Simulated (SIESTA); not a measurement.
Runs of SIESTA 5.4.2 on MgS. It takes space group F-43m (No. 216, cubic). The conventional cell has a = 5.666 Å, b = 5.666 Å, c = 5.666 Å, α = 90.00°, β = 90.00°, γ = 90.00°. S (site symmetry -43m) has 4 Mg at 2.45 Å as nearest neighbours. Mg (site symmetry -43m) is surrounded by 4 S at 2.45 Å. The cell comes from a database or a generator and needn't be the stable form of this composition.

```tsv
task	level	potentials or basis	cell	gap on the mesh (eV)	pressure (GPa)	V0 of scaled cells (Å³/atom)	B0 (GPa)
equation of state	LDA	PseudoDojo 0.4 standard (LDA files), DZP (energy shift 0.003 Ry; two zetas on semicore shells)	as given	-	-	22.60	58
single point	PBEsol	PseudoDojo 0.4 standard (PBEsol files), DZP (energy shift 0.003 Ry; two zetas on semicore shells)	atoms moved at random, drawn with an rms of 0.05 Å	3.18	1.4	-	-
equation of state	PBEsol	PseudoDojo 0.4 standard (PBEsol files), DZP (energy shift 0.003 Ry; two zetas on semicore shells)	as given	-	-	23.24	55
single point	PBEsol	PseudoDojo 0.4 standard (PBEsol files), DZP (energy shift 0.003 Ry; two zetas on semicore shells)	as given	3.27	1.2	-	-
band structure	LDA	PseudoDojo 0.4 standard (LDA files), DZP (energy shift 0.003 Ry; two zetas on semicore shells)	as given	(b)	(a)	-	-
band structure	PBEsol	PseudoDojo 0.4 standard (PBEsol files), DZP (energy shift 0.003 Ry; two zetas on semicore shells)	as given	3.27	1.2	-	-
```

Alike in all rows: no spin polarisation; k mesh 8 × 8 × 8; smearing fermi-dirac 0.05 eV; grid cutoff 800 Ry; energy shift 0.003 Ry.

Question: Estimate the missing entries.

Answer: (a) -0.3; (b) 3.19.

Caveats: the basis of atomic orbitals isn't converged, which shifts pressures, moduli and gaps.

A k mesh can miss the band edges.

Runs at the PBE level aren't shown here.
